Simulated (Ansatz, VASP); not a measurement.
## Two plane-wave programs on InP

File INCAR:

```
  PREC = Accurate
  ENCUT = 520
  EDIFF = 1E-6
  ISMEAR = 0
  SIGMA = 0.15
  LREAL = False
  LASPH = True
  NELM = 100
  ALGO = Fast
  ISIF = 2
  LWAVE = False
  LCHARG = False
  GGA = PE
  NBANDS = 16
```

The input KPOINTS:

```
regular mesh
0
Gamma
  14 14 14
```

Contents of POSCAR:

```
InP
1.0
    0.0000000000      2.8550000000      2.8550000000
    2.8550000000      0.0000000000      2.8550000000
    2.8550000000      2.8550000000      0.0000000000
In P
1 1
Direct
    0.0175131349      0.0175131349     -0.0175131349
    0.5000000000      0.5000000000      0.5000000000
```

Input for Ansatz:

```yaml
crystal:
  lattice:
    - [0.0, 2.855, 2.855]
    - [2.855, 0.0, 2.855]
    - [2.855, 2.855, 0.0]
  atoms:
    - { symbol: In, position: [0.0175131349, 0.0175131349, -0.0175131349] }
    - { symbol: P, position: [0.5, 0.5, 0.5] }
basis:
  ecutwfc: 420
kpoints:
  mp_grid: { grid: [14, 14, 14] }
hamiltonian:
  xc: pbe
scf:
  occupations: { method: gaussian, width: 0.15 }
output:
  forces: true
  stress: true
  eigenvalues: true
```

Change from the starting cell: all In atoms moved -0.100 Å, as atom 1 towards its neighbour atom 2 (P) at 2.855 Å.

Alike in both runs: task single point; functional PBE; k mesh 14 × 14 × 14; occupations gaussian, width 0.15 eV; no spin polarisation.

|  | VASP | Ansatz |
| --- | --- | --- |
| version | VASP 6.6.1 | Ansatz 0.2.0 |
| potentials or method | VASP PAW PBE potentials, release 64 (In_d, P) | scalar-relativistic, plane waves, PAW |
| plane-wave cutoff (eV) | 520 | 420 |
| valence electrons in the cell | 18 | 18 |

```csv
,VASP,Ansatz,Ansatz less VASP
gap on the k mesh at the Fermi level (eV),none,none,-
pressure (GPa),-5.1,-5.1,+0.02
largest component of the traceless stress (GPa),0.56,0.56,+0.005
rms of the force components (eV/Å),0.055,0.055,-0.0005
```

Atom by atom the forces differ by 0.001 eV/Å (rms over components). A gap of «none» marks a metal or a gap that the smearing closes.
